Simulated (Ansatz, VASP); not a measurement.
**ZnS: VASP beside Ansatz**

```
Zn S
1.0
     3.65856    0.00000    0.00000
    -1.82928    3.30042    0.00000
     0.00000    0.00000    6.23400
Zn S
2 2
Direct
  0.33333 0.66667 0.00000
  0.66667 0.33333 0.50000
  0.33333 0.66667 0.38500
  0.66667 0.33333 0.88500
```

Change from the starting cell: strain -0.0400 x Voigt [1, 0, 0, 0, 0, 0], atoms carried along.

Alike in both runs: task single point; functional PBE; k mesh 12 × 12 × 6; occupations gaussian, width 0.05 eV; no spin polarisation.

```csv
,VASP,Ansatz
version,VASP 6.6.1,Ansatz 0.2.0
potentials or method,"VASP PAW PBE potentials, release 64 (Zn, S)","scalar-relativistic, plane waves, PAW"
plane-wave cutoff (eV),520,420
valence electrons in the cell,36,36
```

VASP gave:

```
gap on the k mesh at the Fermi level (eV)       : 2.30
least direct gap on the mesh (eV)               : 2.30
pressure (GPa)                                  : 6.4
largest component of the traceless stress (GPa) : 4.74
rms of the force components (eV/Å)              : 0.355
```

**Question.** Estimate Ansatz's values.

**Answer.** gap on the k mesh at the Fermi level (eV): 2.30; least direct gap on the mesh (eV): 2.30; pressure (GPa): 6.2; largest component of the traceless stress (GPa): 4.72; rms of the force components (eV/Å): 0.351.

Atom by atom the forces differ by 0.003 eV/Å (rms over components).

A k mesh can miss the band edges.
